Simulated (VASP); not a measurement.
Write the native input for VASP 6.6.1 that does the following.

```yaml
Task: Born charges and dielectric tensor
Functional: PBE
Potentials_or_basis: VASP PAW PBE potentials, release 64 (Ag, Cl)
Cutoff: 520 eV
k_mesh: 8 × 8 × 8
Occupations: gaussian, width 0.02 eV
Spin: no spin polarisation
Ladder: gaps
Further_INCAR_settings: ALGO = Normal; EDIFF = 1e-08; IBRION = 8
```

The structure of AgCl (Chlorargyrite) lies in POSCAR:

```
AgCl
1.0
    0.0000000000      2.7350000000      2.7350000000
    2.7350000000      0.0000000000      2.7350000000
    2.7350000000      2.7350000000      0.0000000000
Ag Cl
1 1
Direct
    0.0000000000      0.0000000000      0.0000000000
    0.5000000000      0.5000000000      0.5000000000
```

These files were run (other wordings do the same):

INCAR

```
PREC     = Accurate       # precision mode
ENCUT    = 520            # plane-wave cutoff, eV
EDIFF    = 1E-8           # SCF threshold, eV
ISMEAR   = 0              # smearing method
SIGMA    = 0.02           # smearing width, eV
LREAL    = F              # projectors in reciprocal space
LASPH    = T              # aspherical terms in the spheres
NELM     = 60             # most SCF steps
ALGO     = Normal         # electronic algorithm
ISIF     = 2              # what is computed and relaxed
LWAVE    = F              # write WAVECAR
LCHARG   = F              # write CHGCAR
GGA      = PE             # functional
LEPSILON = T              # dielectric tensor by DFPT
IBRION   = 8              # ionic algorithm
```

KPOINTS

```
regular mesh
0
Gamma
  8 8 8
```

Potentials or basis: VASP PAW PBE potentials, release 64 (Ag, Cl).

Launch:

```bash
$ cat potpaw_PBE.64/Ag/POTCAR potpaw_PBE.64/Cl/POTCAR > POTCAR
$ mpirun -np 1 vasp_std > vasp.out
```

Results of the run:

```json
{
 "Band gap on the k mesh": "0.90 eV, indirect (least direct gap 3.32 eV)",
 "Electronic dielectric tensor (diagonal)": "5.19",
 "Born charges (mean of the diagonal)": "Ag +1.42; Cl -1.42 e",
 "Highest phonon frequency at Γ, LO-TO splitting left out": "125 cm⁻¹"
}
```

Wall time 2.7 min on 1 thread of Intel(R) Xeon(R) 6975P-C (Granite Rapids) (shared host), peak memory 0.24 GiB.
